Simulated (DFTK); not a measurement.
Runs of DFTK 0.8.2 on SrO. It takes space group Fm-3m (No. 225, cubic). The conventional cell has a = 5.133 Å, b = 5.133 Å, c = 5.133 Å, α = 90.00°, β = 90.00°, γ = 90.00°. Sr (site symmetry m-3m) is surrounded by 6 O at 2.57 Å. Around O (site symmetry m-3m) lie 6 Sr at 2.57 Å. 

| task | level | potentials or basis | k mesh | cutoff (eV) | SCF tolerance on the density | symmetries used | mesh quality | gap on the mesh (eV) | pressure (GPa) | V0 of scaled cells (Å³/atom) | B0 (GPa) |
| --- | --- | --- | --- | --- | --- | --- | --- | --- | --- | --- | --- |
| equation of state | AM05 | dojo.nc.sr.pbesol.v0_4_1.standard.upf (PBEsol) | 6 × 6 × 6 | 1143 | 1e-06 | - | not flagged | - | - | 16.94 | 90 |
| band structure | PBE | SPMS 1.0 (PBE) | 9 × 9 × 9 | 816 | 1e-06 | - | not flagged | 3.38 | - | - | - |
| single point | HSE06 | SG15 1.2 (PBE) | 2 × 2 × 2 | 952 | 1e-05 | no | coarse | 4.90 | - | - | - |
| equation of state | PBEsol | dojo.nc.sr.pbesol.v0_4_1.standard.upf (PBEsol) | 6 × 6 × 6 | 1143 | 1e-06 | - | not flagged | - | - | 16.77 | (b) |
| equation of state | LDA | dojo.nc.sr.lda.v0_4_1.stringent.upf (LDA) | 6 × 6 × 6 | 1252 | 1e-06 | - | not flagged | - | - | 16.21 | 105 |
| single point | PBEsol | dojo.nc.sr.pbesol.v0_4_1.standard.upf (PBEsol) | 9 × 9 × 9 | 1143 | 1e-06 | - | not flagged | (a) | (c) | - | - |
| single point | PBE | dojo.nc.sr.pbe.v0_4_1.standard.upf (PBE) | 9 × 9 × 9 | 1143 | 1e-06 | - | not flagged | 3.38 | 3.1 | - | - |
| band structure | PBEsol | SG15 1.2 (PBE) | 9 × 9 × 9 | 952 | 1e-06 | - | not flagged | 3.25 | - | - | - |

Alike in all rows: no spin polarisation; cell as given; smearing fermi-dirac 0.05 eV.

Q: Fill in the values left out.

A: (a) 3.27; (b) 94; (c) -0.8.

Caveats: some runs use coarse meshes; the potentials were made for another functional, which shifts forces and pressure (some runs); an odd mesh through Γ misses points on the zone boundary, where band edges often lie (some runs); this program's HSE differs a little from the usual definition (some runs).

A k mesh can miss the band edges, and the runs leave out spin-orbit coupling on Sr.

Not every run made on this cell is shown here.
